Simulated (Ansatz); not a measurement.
# C: the cost of one run

Method: DFT PBE, scalar-relativistic, plane waves, PAW, in Ansatz 0.2.0.

### Step 1. The structure to begin with

The structure is cubic, space group Im-3m (No. 229). The conventional cell has a = 4.843 Å, b = 4.843 Å, c = 4.843 Å, α = 90.00°, β = 90.00°, γ = 90.00°. Around C (site symmetry 3m) lie 4 C at 1.47 to 1.58 Å.

Structure file:

```cif
data_structure
_symmetry_space_group_name_H-M 'Im-3m'
_symmetry_Int_Tables_number 229
_cell_length_a 4.8434
_cell_length_b 4.8434
_cell_length_c 4.8434
_cell_angle_alpha 90.000
_cell_angle_beta 90.000
_cell_angle_gamma 90.000
_cell_volume 113.62
loop_
_atom_site_label
_atom_site_type_symbol
_atom_site_symmetry_multiplicity
_atom_site_Wyckoff_symbol
_atom_site_fract_x
_atom_site_fract_y
_atom_site_fract_z
_atom_site_occupancy
C1 C 16 f 0.83735 0.16265 0.16265 1
```

The structure comes from the Materials Project (structure only).

(A quick probe on a coarse mesh, which set the mesh and smearing, is not shown.)

### Step 3. Full relaxation

The input, input.yaml:

```yaml
crystal:
  lattice:
    - [-2.4217198476, 2.4217198476, 2.4217198476]
    - [2.4217198476, -2.4217198476, 2.4217198476]
    - [2.4217198476, 2.4217198476, -2.4217198476]
  atoms:
    - { symbol: C, position: [0.32530696, 0.0, 0.0] }
    - { symbol: C, position: [0.67469304, 0.67469304, 0.67469304] }
    - { symbol: C, position: [0.0, 0.32530696, 0.0] }
    - { symbol: C, position: [0.0, 0.0, 0.32530696] }
    - { symbol: C, position: [0.0, 0.67469304, 0.0] }
    - { symbol: C, position: [0.32530696, 0.32530696, 0.32530696] }
    - { symbol: C, position: [0.67469304, 0.0, 0.0] }
    - { symbol: C, position: [0.0, 0.0, 0.67469304] }
basis:
  ecutwfc: 420
kpoints:
  mp_grid: { grid: [8, 8, 8] }
hamiltonian:
  xc: pbe
scf:
  occupations: { method: gaussian, width: 0.02 }
output:
  forces: true
  stress: true
  eigenvalues: true
relax:
  adjacent_minimum: "off"
  f_tol: 0.005
  max_steps: 80
  cell: { stress_tol: 0.05 }
```

Launch:

```console
> ansatz run input.yaml --threads 2 --pin off --max-ram 5120MiB --backend cpu --events-out ev --progress --plain --runs-dir out
```

**Question.** How long does this run take on 2 threads of INTEL XEON PLATINUM 8581C at 2.30GHz (Emerald Rapids), shared host, and how much memory does it need?

About 4.9 s, with a peak of 0.41 GiB.
